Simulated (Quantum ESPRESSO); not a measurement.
Runs of Quantum ESPRESSO 7.5 on MoS2. The structure is trigonal, space group P-3m1 (No. 164). The conventional cell has a = 3.227 Å, b = 3.227 Å, c = 6.312 Å, α = 90.00°, β = 90.00°, γ = 120.00°. Mo (site symmetry -3m) has 6 S at 2.42 Å as nearest neighbours. S (site symmetry 3m) has 3 Mo at 2.42 Å as nearest neighbours. Measurements of this composition are mostly on another form, of space group No. 194.

| U | gap on the mesh (eV) | pressure (GPa) | largest force (eV/Å) |
| --- | --- | --- | --- |
| Mo d U = 8 eV | none | (a) | 0.04 |
| Mo d U = 5 eV | none | -3.5 | 0.04 |
| Mo d U = 2 eV | none | -3.7 | (b) |
| Mo d U = 1 eV | none | -3.7 | - |
| Mo d U = 6 eV | none | -3.4 | 0.03 |

Alike in all rows: task single point; level PBEsol+U; potentials or basis GBRV 1.5 PBEsol; no spin polarisation; cell as given; k mesh 9 × 9 × 4; cutoff (eV) 612; smearing fermi-dirac 0.05 eV.

Q: Fill in the values left out.

A: (a) -2.8; (b) 0.01.

Caveats: this functional lacks dispersion, which binds the layers, so the pressure and a relaxed spacing across them are unreliable; U without spin polarisation on a metal has little footing.

A k mesh can miss the band edges, and the runs leave out spin-orbit coupling on Mo.

A gap of «none» marks a metal or a gap under the smearing width.
